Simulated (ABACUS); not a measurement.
InPd:

```
CELL_PARAMETERS angstrom
3.27188 0.00000 0.00000
0.00000 3.27188 0.00000
0.00000 0.00000 3.27188
ATOMIC_POSITIONS crystal
In 0.00000 0.00000 0.00000
Pd 0.50000 0.50000 0.50000
```

The cell comes from a database or a generator and needn't be the stable form of this composition.

Base run:

```yaml
Program: ABACUS 3.10.1
Functional: PBEsol
Potentials_or_basis: SG15 ONCV 1.2 PBE
Cutoff: 1361 eV
Density_cutoff: 5442 eV
Basis: DZP LCAO (the cutoffs set its grid)
k_mesh: 6 × 6 × 6
Occupations: fermi-dirac, width 0.05 eV
Spin: no spin polarisation
```

Its results: band gap on the k mesh none (metal or under the smearing width); pressure 0.2 GPa.

Question: After a change of settings the same cell gave: band gap on the k mesh none (metal or under the smearing width); pressure 13.4 GPa. Which change was it?
A. functional from PBEsol to TPSS
B. functional from PBEsol to PBE
C. functional from PBEsol to BLYP
D. functional from PBEsol to r2SCAN

Answer: C.

BLYP binds less tightly than PBEsol, so the same cell stands under more pressure.

Caveats: the atomic orbitals were generated for these runs and aren't a published set; the potentials were made for another functional, which shifts forces and pressure; the basis of atomic orbitals isn't converged, which shifts pressures, moduli and gaps.
